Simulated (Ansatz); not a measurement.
**Ge: single point with Ansatz**

System: Ge (fcc type), 1 atom in the cell.

Ansatz input (lattice in Å, positions in fractions of it; a bare `kind: paw` takes the build's default datasets)
```yaml
crystal:
  lattice:
    - [0, 2.14, 2.14]
    - [2.14, 0, 2.14]
    - [2.14, 2.14, 0]
  atoms:
    - { symbol: Ge, position: [0, 0, 0] }
kpoints:
  mp_grid: { grid: [4, 4, 4] }
hamiltonian:
  xc: pbe
  pseudopotentials:
    kind: paw
    azcp:
      Ge: "pseudopotentials/pbe/paw/ansatz_paw_generated_soft_1/Ge.paw.azcp"
scf:
  occupations: { method: fermi_dirac, width: 0.15 }
  convergence: { dr2_threshold: "1e-9 eV" }
  max_iter: 300
output:
  forces: true
  stress: true
  eigenvalues: true
```

Computed with Ansatz, PBE, plane waves, PAW datasets (generated soft set 1).

Output, in brief

```yaml
Plane-wave_cutoff_used: 420 eV
Pressure: 1.5 kbar
Smearing_term_TS: 53.3 meV/atom
Gap_on_the_mesh: none (metallic)
Valence_electrons: 14
Irreducible_k-points: 8
CPU_time: about 1 core-second on a shared host
```

Stress tensor in GPa, compression positive:
```
0.15 0.00 0.00
0.00 0.15 0.00
0.00 0.00 0.15
```

The stress includes the program's correction for the finite plane-wave basis.

The k-mesh is coarse, so these values belong to this mesh and can lie far from the converged ones. This cubic structure is a model: it isn't the usual form of the substance at ambient conditions, and such phases are metastable or hypothetical.
